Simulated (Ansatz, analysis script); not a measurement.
## Linear Ru chain, spacing 3.025 Å: E(q) by the generalised Bloch theorem

Spirals are solved in the crystal's own cell at each q. What do they say of the order in a linear Ru chain, spacing 3.025 Å?

Program: Ansatz 0.2.0. Level of theory: PBE, PAW set soft_1. Results are calculated unless marked as measured.

### Step 1. The starting structure

The cell holds 1 atom: 1 Ru. Cell: a = 12.000 Å, b = 12.000 Å, c = 3.025 Å, α = 90.0°, β = 90.0°, γ = 90.0°. An idealised lattice of chosen spacing, in vacuum. Vacuum lies along a and b. The structure's axis is c.

### Step 2. Two spin channels first

The work starts on two spin channels, which tell the size of the moments.

Input file input.yaml:

```yaml
crystal:
  lattice:
    - [12.0, 0.0, 0.0]
    - [0.0, 12.0, 0.0]
    - [0.0, 0.0, 3.025]
  atoms:
    - { symbol: Ru, position: [0.5, 0.5, 0.0], spin: 1.5 }
magnetization:
  spin_polarized: true
kpoints:
  mp_grid: { grid: [1, 1, 9] }
hamiltonian:
  xc: pbe
  pseudopotentials: { kind: paw, azcp: { folder: soft_1 } }
scf:
  occupations: { method: fermi_dirac, width: 0.1 }
  max_iter: 120
  convergence: { dr2_threshold: 1.0e-08 }
  lower_state_search: "off"
```

Launch:

```console
> ansatz run input.yaml --threads 4 --pin off --max-ram 8192MiB --backend cpu --events-out ev --progress --plain --runs-dir out
```

Numbers of over 12 decimals in the logs are rounded to 6 here.

The program printed:

```text
Engine: ansatz 0.2.0, x86_64-unknown-linux-gnu
Pseudopotentials: kind: paw
Pseudopotential: Ru, paw, valence charge 16, recommended cutoff 420 eV (normal), soft_1/Ru.paw.azcp
Functional definition: PBE
  parameter kappa = 0.804
  parameter beta = 0.066725
  exchange = pbe_x(kappa = kappa, mu = beta*pi^2/3)
  correlation = pbe_c(beta = beta)
Crystal: 1 atoms, lattice volume = 435.600 Å³
Basis set: ecut = 420 eV, 8475 PW (Γ)
Bands: 13, of which v1, the nominal top of the filled ones, is band 8 counted from 1 (7 counted from 0)
Symmetry: 16 space group operations
Space group: P4/mmm (ITA 123), of the structure as read, at distance tolerance 7.6e-5 Å
Magnetic group: BNS 123.339 (UNI 999), of the structure as read, at distance tolerance 7.6e-5 Å
k-points: 5 of 9
Non-local potential: Ru, projectors of the file, l = 0: 3, l = 1: 2, l = 2: 2, l = 3: 1
PAW form: soft (Blöchl's): semilocal exchange-correlation on the pseudo side does not see the compensation charge
PAW one-centre angular grid: Ru, 590 points (default); XC on 64 Gauss nodes
Initial density: superposition of atomic densities (neutral atoms: chi_scale 0, normalization atom)
Starting moments: Σ|m| = 1.5 μB on 1 of 1 site
Initial wavefunctions: pseudopotential atomic-orbital guess
Functional: x = pbe(κ = 0.804, μ = 0.219515), c = pbe(β = 0.066725)
iter 1 solved again at ethr=1.12e-3 eV; its pass at ethr=3.10e-3 eV (dr2=1.78e-1 eV) is discarded
SCF iter   1: F=—  HF=-5872.896637 eV  |F-HF|=—  |Δ(HF+E_count)|=         —  Δρ=1.14e-2 (↑9.00e-3 ↓1.14e-2)  dr2=1.84e-1  dr2_m=3.92e-1  M=2.813 μB ∫|m|=2.814 μB  β_m=1.00  ethr=1.12e-3  ⟨swp⟩=1.0  Hψ=1021  notcnv=0
preconditioner: auto → LDOS  [metal: Δε(μ)=0.032 eV  Ē_g=4.003 eV  σ=0.100 eV  W_gap=0.08  n_scr=28 (ndim 8)  ℏωp=5.0 eV  f_vac=0.822  D(μ)=6.71/eV (n_scr^D=36)]
spin=Collinear: LDOS preconditioning applied to the charge; magnetization (m = ρ↑ − ρ↓) channel mixes plain (no charge-response kernel on spin).
SCF iter   2: F=—  HF=-5873.336988 eV  |F-HF|=—  |Δ(HF+E_count)|=   4.40e-1  Δρ=6.29e-3 (↑2.83e-3 ↓6.29e-3)  dr2=2.13e-1  dr2_m=4.40e-2  M=3.177 μB ∫|m|=3.178 μB  β_m=1.00  ethr=1.12e-3  ⟨swp⟩=2.3  Hψ=240  notcnv=0
SCF iter   3: F=—  HF=-5873.355166 eV  |F-HF|=—  |Δ(HF+E_count)|=   1.82e-2  Δρ=3.61e-3 (↑2.63e-3 ↓3.61e-3)  dr2=1.63e-1  dr2_m=2.32e-3  M=3.267 μB ∫|m|=3.267 μB  β_m=1.00  ethr=1.12e-3  ⟨swp⟩=2.0  Hψ=218  notcnv=0
SCF iter   4: F=—  HF=-5873.345465 eV  |F-HF|=—  |Δ(HF+E_count)|=   9.70e-3  Δρ=5.19e-3 (↑1.59e-3 ↓5.19e-3)  dr2=8.31e-2  dr2_m=1.83e-2  M=3.146 μB ∫|m|=3.147 μB  β_m=0.30  ethr=1.02e-3  ⟨swp⟩=2.8  Hψ=250  notcnv=0
SCF iter   5: F=—  HF=-5873.350834 eV  |F-HF|=—  |Δ(HF+E_count)|=   5.37e-3  Δρ=1.48e-3 (↑7.39e-4 ↓1.48e-3)  dr2=8.91e-3  dr2_m=1.78e-3  M=3.183 μB ∫|m|=3.184 μB  β_m=0.30  ethr=5.19e-4  ⟨swp⟩=2.5  Hψ=273  notcnv=0
SCF iter   6: F=—  HF=-5873.366065 eV  |F-HF|=—  |Δ(HF+E_count)|=   1.52e-2  Δρ=9.66e-4 (↑9.66e-4 ↓8.25e-4)  dr2=5.85e-3  dr2_m=1.49e-4  M=3.195 μB ∫|m|=3.195 μB  β_m=1.00  ethr=5.57e-5  ⟨swp⟩=2.1  Hψ=265  notcnv=0
SCF iter   7: F=—  HF=-5873.368808 eV  |F-HF|=—  |Δ(HF+E_count)|=   2.74e-3  Δρ=7.51e-4 (↑7.51e-4 ↓6.29e-4)  dr2=4.46e-3  dr2_m=5.94e-5  M=3.194 μB ∫|m|=3.195 μB  β_m=1.00  ethr=3.66e-5  ⟨swp⟩=1.0  Hψ=130  notcnv=0
SCF iter   8: F=—  HF=-5873.369247 eV  |F-HF|=—  |Δ(HF+E_count)|=   4.39e-4  Δρ=3.16e-4 (↑2.86e-4 ↓3.16e-4)  dr2=3.86e-5  dr2_m=3.38e-4  M=3.180 μB ∫|m|=3.181 μB  β_m=0.30  ethr=2.79e-5  ⟨swp⟩=2.6  Hψ=208  notcnv=0
SCF iter   9: F=—  HF=-5873.370040 eV  |F-HF|=—  |Δ(HF+E_count)|=   7.93e-4  Δρ=3.88e-4 (↑1.58e-4 ↓3.88e-4)  dr2=1.33e-4  dr2_m=2.76e-4  M=3.178 μB ∫|m|=3.179 μB  β_m=0.30  ethr=2.42e-7  ⟨swp⟩=2.3  Hψ=218  notcnv=0
[...]
SCF iter  11: F=—  HF=-5873.370710 eV  |F-HF|=—  |Δ(HF+E_count)|=   2.16e-4  Δρ=1.35e-4 (↑4.73e-5 ↓1.35e-4)  dr2=1.74e-5  dr2_m=3.17e-5  M=3.178 μB ∫|m|=3.179 μB  β_m=0.30  ethr=2.42e-7  ⟨swp⟩=2.0  Hψ=191  notcnv=0
SCF iter  12: F=—  HF=-5873.370810 eV  |F-HF|=—  |Δ(HF+E_count)|=   9.97e-5  Δρ=1.21e-4 (↑3.27e-5 ↓1.21e-4)  dr2=1.73e-5  dr2_m=2.18e-5  M=3.178 μB ∫|m|=3.179 μB  β_m=0.30  ethr=1.09e-7  ⟨swp⟩=1.4  Hψ=156  notcnv=0
Mixer restart at iter 12: flushing history
spin-set hold released at iteration 12 (site moments contracting): the magnetisation degrees of freedom join the quasi-Newton model from the next iteration; the mixer history was flushed
SCF iter  13: F=—  HF=-5873.370858 eV  |F-HF|=—  |Δ(HF+E_count)|=   4.77e-5  Δρ=9.49e-5 (↑3.07e-5 ↓9.49e-5)  dr2=9.39e-6  dr2_m=1.39e-5  M=3.178 μB ∫|m|=3.179 μB  β_m=0.65  ethr=1.08e-7  ⟨swp⟩=1.5  Hψ=166  notcnv=0
SCF iter  14: F=—  HF=-5873.371024 eV  |F-HF|=—  |Δ(HF+E_count)|=   1.66e-4  Δρ=9.75e-5 (↑9.50e-6 ↓9.75e-5)  dr2=8.78e-6  dr2_m=1.06e-5  M=3.178 μB ∫|m|=3.179 μB  β_m=0.82  ethr=5.87e-8  ⟨swp⟩=2.0  Hψ=222  notcnv=0
SCF iter  15: F=—  HF=-5873.371040 eV  |F-HF|=—  |Δ(HF+E_count)|=   1.63e-5  Δρ=1.20e-4 (↑7.21e-6 ↓1.20e-4)  dr2=1.30e-5  dr2_m=1.56e-5  M=3.178 μB ∫|m|=3.179 μB  β_m=0.89  ethr=5.48e-8  ⟨swp⟩=1.9  Hψ=180  notcnv=0
SCF iter  16: F=—  HF=-5873.371005 eV  |F-HF|=—  |Δ(HF+E_count)|=   3.51e-5  Δρ=5.51e-5 (↑7.51e-6 ↓5.51e-5)  dr2=3.02e-6  dr2_m=3.39e-6  M=3.178 μB ∫|m|=3.179 μB  β_m=0.96  ethr=5.48e-8  ⟨swp⟩=2.0  Hψ=219  notcnv=0
SCF iter  17: F=—  HF=-5873.371008 eV  |F-HF|=—  |Δ(HF+E_count)|=   2.59e-6  Δρ=5.97e-5 (↑3.86e-6 ↓5.97e-5)  dr2=3.24e-6  dr2_m=3.89e-6  M=3.178 μB ∫|m|=3.179 μB  β_m=0.42  ethr=1.89e-8  ⟨swp⟩=2.2  Hψ=198  notcnv=0
SCF iter  18: F=—  HF=-5873.371001 eV  |F-HF|=—  |Δ(HF+E_count)|=   6.92e-6  Δρ=3.64e-5 (↑2.17e-6 ↓3.64e-5)  dr2=1.19e-6  dr2_m=1.46e-6  M=3.178 μB ∫|m|=3.179 μB  β_m=0.99  ethr=1.89e-8  ⟨swp⟩=2.0  Hψ=193  notcnv=0
SCF iter  19: F=-5873.370997 eV  HF=-5873.370997 eV  |F-HF|=3.87e-10  |Δ(HF+E_count)|=   4.03e-6  Δρ=7.53e-7 (↑3.98e-7 ↓7.53e-7)  dr2=1.63e-9  dr2_m=2.77e-10  M=3.178 μB ∫|m|=3.179 μB  ethr=6.25e-11  ⟨swp⟩=2.0  Hψ=453  notcnv=0
The SCF converged. Along the directions that its mixing steps explored, a Ritz value of the dielectric operator 1 − χ₀K read negative at each of the last 4 readings (its real part and the size of its imaginary part sum to between -0.52 and -0.46).
SCF 1 converged in 19 iterations: F = -5873.370997 eV  dr2 = 1.63e-9
  greatest PAW one-centre occupation: 0.999 electrons in one spin orbital (limit 2), on the Ru atom at site 0 (counted from 0), in its partial waves of l = 0
No search for a lower state was made along the close's negative reading: the deck asks for none (scf.lower_state_search: off) (following: asked_to_warn; scf.lower_state_search in the input reference).
SCF converged after 19 iterations
Magnetization: 3.1778 μB (9.5889 up, 6.4111 down)
Absolute magnetization: 3.1788 μB (∫|ρ↑−ρ↓|, with the PAW one-centre terms)
Spin contamination: 0.0079 ħ² per cell (⟨S²⟩ above its minimum at these occupations)
Per-site moments (μB) at R_I (Å): [(2.720104, 1.2478125)]
Free energy (F): -5873.370997 eV
Harris-Foulkes:  -5873.370997 eV  (|F-HF|=3.87e-10)
Internal energy: -5873.218189 eV  (E = F + TS)
E sigma→0 (E₀):  -5873.294593 eV
Entropy (-TS):   -0.152808 eV (-152.808 meV/atom)
Fermi energy:    -3.267485 eV
--- Per-component energies (eV) ---
  E_band       = -461.692802
  E_kinetic    = 453.503947
  E_local      = -5203.435209  (includes V_loc(G=0)·N_el)
  E_nonlocal   = 423.259926
  E_hartree    = 2181.016204
  E_xc         = -163.265619
  E_vxc        = -205.543788  (∫ρ·V_xc dr)
  E_paw        = -3505.233223  (= ΣΔE_a)
  E_vpaw       = -291.509917  (= ΣTr[D̂ρ^β])
  E_aug_tail   = 0.000675  (compensation charges beyond the density's cutoff)
  E_ewald      = -59.064890
  E_smearing   = -0.152808  (= −TS)
  E_closure    = -0.000000  (closes the sum)
  Σ components = -5873.370997   (vs F -5873.370997, Δ=0.00e0)
```

Run time: 2 s. Hardware: 4 threads of Intel Xeon 6975P-C (Granite Rapids), shared host; peak memory 0.63 GiB; 6.2 s of CPU time.

Spin moment in the atom's sphere by atom:

```
atom  spin moment in the atom's sphere (μB)
 Ru1                                   2.72
```

The run ends ferromagnetic, with a net moment of 3.18 μB a cell. With one Ru atom carrying the moment, parallel order of its images is forced by the cell, not found.

### Step 3. Mesh refined

Levels at the Fermi energy are partly filled, so moments and energy differences can hang on the k-mesh, and the state is solved again on a denser one.

input.yaml, the sections that differ from step 2:

```yaml
crystal:
  lattice:
    - [12.0, 0.0, 0.0]
    - [0.0, 12.0, 0.0]
    - [0.0, 0.0, 3.025]
  atoms:
    - { symbol: Ru, position: [0.5, 0.5, 0.0], spin: 2.72 }
kpoints:
  mp_grid: { grid: [1, 1, 35] }
basis:
  ecutwfc: 420.0
checkpoint:
  read: start
  write: ck
  compress: false
  write_wavefunctions: false
  write_every: 100000
# magnetization, hamiltonian, scf: as in step 2
```

The program printed:

```text
[...]
SCF converged after 7 iterations
Magnetization: 3.2848 μB (9.6424 up, 6.3576 down)
Absolute magnetization: 3.2853 μB (∫|ρ↑−ρ↓|, with the PAW one-centre terms)
[...]
Per-site moments (μB) at R_I (Å): [(2.774524, 1.2478125)]
Free energy (F): -5873.375583 eV
[...]
Internal energy: -5873.227218 eV  (E = F + TS)
E sigma→0 (E₀):  -5873.301400 eV
Entropy (-TS):   -0.148365 eV (-148.365 meV/atom)
Fermi energy:    -3.297165 eV
[...]
```

Wall time 1.8 s (4 threads); peak memory 0.76 GiB; 6.2 s of CPU time.

Spin moment in the atom's sphere by atom:

```
atom  spin moment in the atom's sphere (μB)
 Ru1                                   2.77
```

The run ends ferromagnetic, with a net moment of 3.29 μB a cell, against 3.18 μB on the first mesh.

Each spiral starts from these moments, tilted 90° from the rotation axis z (a flat spiral); sizes are free, while the program holds flat spirals in their plane. Spin–orbit coupling is switched off, so the energy does not depend on how the axis lies in the crystal. The folder named start holds the saved collinear state, from which each run begins.

The runs on spinors take the mesh 1×1×36.

### Step 4. q = (0, 0, 0)

The reference is the same input at q = 0, so that basis and exchange-correlation form match those at other q. Every q is chosen so that q/2 is a mesh vector: every spiral then samples the k-points of q = 0, and much mesh noise cancels.

input.yaml, the sections that differ from step 3:

```yaml
crystal:
  lattice:
    - [12.0, 0.0, 0.0]
    - [0.0, 12.0, 0.0]
    - [0.0, 0.0, 3.025]
  atoms:
    - { symbol: Ru, position: [0.5, 0.5, 0.0], spin: 2.77, spin_axis: [1.0, 0.0, 0.0] }
kpoints:
  mp_grid: { grid: [1, 1, 36] }
magnetization:
  noncollinear: true
  spin_spiral: { q: [0.0, 0.0, 0.0] }
checkpoint:
  read: start
# hamiltonian, scf, basis: as in step 3
```

Launch:

```console
> ansatz run input.yaml --threads 2 --pin off --max-ram 4096MiB --backend cpu --events-out ev --progress --plain --runs-dir out
```

The program printed:

```text
Warning: checkpoint.read: spin treatment differs: saved collinear, current noncollinear; the saved charge density seeds this run and the saved magnetisation is carried along the axis that this deck's starting moments share; the saved density holds an absolute magnetisation of 3.3e0 μB; saved orbitals and DFT+U occupations are not carried; the saved PAW projector densities are carried along that axis
Warning: checkpoint.read: magnetization.spin_spiral differs: saved none, current q = [0, 0, 0]; the saved state is no spin spiral's: the SCF starts from none of its orbitals and from its density, each atom's moment turned about z as a whole to its place on this deck's spiral. A spiral's own state at q: [0, 0, 0] serves better
[...]
Crystal: 1 atoms, lattice volume = 435.600 Å³
Basis set: ecut = 420 eV, 8475 PW (Γ)
Bands: 24, of which v1, the nominal top of the filled ones, is band 16 counted from 1 (15 counted from 0)
Symmetry: 16 space group operations
k-points: 19 of 36
Spin spiral: q = (0, 0, 0) of the reciprocal vectors; moments are told in the frame that turns with it, a site's in that at the site
[...]
SCF iter   5: F=-5873.375581 eV  HF=-5873.375581 eV  |F-HF|=6.68e-9  |Δ(HF+E_count)|=   6.16e-8  Δρ=1.85e-6  dr2=1.63e-9  dr2_m=3.43e-9  ethr=3.46e-11  |M|=3.28e0 ∫|m|=3.28e0 μB  |m|>n=1.5e-3 m-floor=1.5e-3 τ_xc=3.4e-9 mc-row=1.5e-3  ⟨swp⟩=2.8  Hψ=901  notcnv=0
SCF 1 converged in 5 iterations: F = -5873.375581 eV  dr2 = 1.63e-9
[...]
SCF converged after 5 iterations
Magnetization: |M| = 3.2813 μB,  M = (+3.2813, -0.0000, +0.0000) μB
Absolute magnetization: 3.2818 μB (∫|m|, with the PAW one-centre terms)
  site 0: m = (+2.7728, -0.0000, +0.0000) μB, |m| = 2.7728 μB  (R = 1.25 Å)
Free energy (F): -5873.375581 eV
[...]
Internal energy: -5873.227645 eV  (E = F + TS)
E sigma→0 (E₀):  -5873.301613 eV
Entropy (-TS):   -0.147937 eV (-147.937 meV/atom)
Fermi energy:    -3.296361 eV
[...]
```

It took 11 s on 2 threads; peak memory 1.2 GiB.

The largest moment is 2.77 μB, against 2.77 μB in the collinear run.

### Step 5. q = (0, 0, 0.056)

Only q changes. The cell stays that of the crystal, since the generalised Bloch theorem carries the rotation from cell to cell.

Edit input.yaml of step 4 so:

```diff
@@ -21,3 +21,3 @@
   noncollinear: true
-  spin_spiral: { q: [0.0, 0.0, 0.0] }
+  spin_spiral: { q: [0.0, 0.0, 0.05555556] }
 checkpoint:
```

The program printed:

```text
[...]
Crystal: 1 atoms, lattice volume = 435.600 Å³
Basis set: ecut = 420 eV, 8475 PW (Γ)
Bands: 24, of which v1, the nominal top of the filled ones, is band 16 counted from 1 (15 counted from 0)
Symmetry: 8 space group operations
k-points: 19 of 36
[...]
SCF iter  10: F=-5873.373044 eV  HF=-5873.373044 eV  |F-HF|=8.17e-9  |Δ(HF+E_count)|=   8.62e-9  Δρ=2.37e-6  dr2=4.55e-9  dr2_m=5.60e-9  ethr=4.76e-11  |M|=3.27e0 ∫|m|=3.28e0 μB  |m|>n=1.5e-3 m-floor=1.5e-3 τ_xc=8.7e-3 mc-row=1.5e-3  ⟨swp⟩=1.0  Hψ=1039  notcnv=0
SCF 1 converged in 10 iterations: F = -5873.373044 eV  dr2 = 4.55e-9
[...]
SCF converged after 10 iterations
Magnetization: |M| = 3.2672 μB,  M = (+3.2672, -0.0000, +0.0000) μB
Absolute magnetization: 3.2756 μB (∫|m|, with the PAW one-centre terms)
  site 0: m = (+2.7663, -0.0000, +0.0000) μB, |m| = 2.7663 μB  (R = 1.25 Å)
Free energy (F): -5873.373044 eV
[...]
Internal energy: -5873.223286 eV  (E = F + TS)
E sigma→0 (E₀):  -5873.298165 eV
Entropy (-TS):   -0.149758 eV (-149.758 meV/atom)
Fermi energy:    -3.298632 eV
[...]
```

Run time: 19 s. Hardware: 2 threads; peak memory 1.2 GiB.

The energy of the cell lies 2.54 meV above that at q = 0, and the largest moment is 2.77 μB against 2.77 μB.

### Step 6. q = (0, 0, 0.111)

Edit input.yaml of step 5 so:

```diff
@@ -21,3 +21,3 @@
   noncollinear: true
-  spin_spiral: { q: [0.0, 0.0, 0.05555556] }
+  spin_spiral: { q: [0.0, 0.0, 0.11111111] }
 checkpoint:
```

The program printed:

```text
[...]
Crystal: 1 atoms, lattice volume = 435.600 Å³
Basis set: ecut = 420 eV, 8475 PW (Γ)
Bands: 24, of which v1, the nominal top of the filled ones, is band 16 counted from 1 (15 counted from 0)
Symmetry: 8 space group operations
k-points: 19 of 36
[...]
SCF iter  10: F=-5873.365286 eV  HF=-5873.365286 eV  |F-HF|=9.55e-11  |Δ(HF+E_count)|=   4.44e-8  Δρ=3.66e-7  dr2=2.10e-10  dr2_m=1.36e-10  ethr=6.25e-11  |M|=3.22e0 ∫|m|=3.25e0 μB  |m|>n=1.5e-3 m-floor=1.5e-3 τ_xc=1.6e-2 mc-row=1.5e-3 uncertified=1  ⟨swp⟩=3.0  Hψ=970  notcnv=0
SCF 1 converged in 10 iterations: F = -5873.365286 eV  dr2 = 2.10e-10
[...]
SCF converged after 10 iterations
Magnetization: |M| = 3.2210 μB,  M = (+3.2210, +0.0000, +0.0000) μB
Absolute magnetization: 3.2528 μB (∫|m|, with the PAW one-centre terms)
  site 0: m = (+2.7455, +0.0000, +0.0000) μB, |m| = 2.7455 μB  (R = 1.25 Å)
Free energy (F): -5873.365286 eV
[...]
Internal energy: -5873.212203 eV  (E = F + TS)
E sigma→0 (E₀):  -5873.288745 eV
Entropy (-TS):   -0.153083 eV (-153.083 meV/atom)
Fermi energy:    -3.303361 eV
[...]
```

Elapsed: 18 s, on 2 threads; peak memory 1.2 GiB.

The energy of the cell lies 10.3 meV above that at q = 0, and the largest moment is 2.75 μB against 2.77 μB.

(Continued in part 2 of 2.)

[Logs and program files are shortened in this print: banners, set-up blocks, solver, clock and traceback lines can be left out without a mark of their own.]

[Logs are printed without paths, hosts, clocks, repeated set-up lines and the standing remarks that a program may print on its own settings, such as how far it seeks lower states.]

[Hosts, paths, dates, database ids (printed as entryN), source tags and the programs' standing remarks are cut or masked in the printed files.]
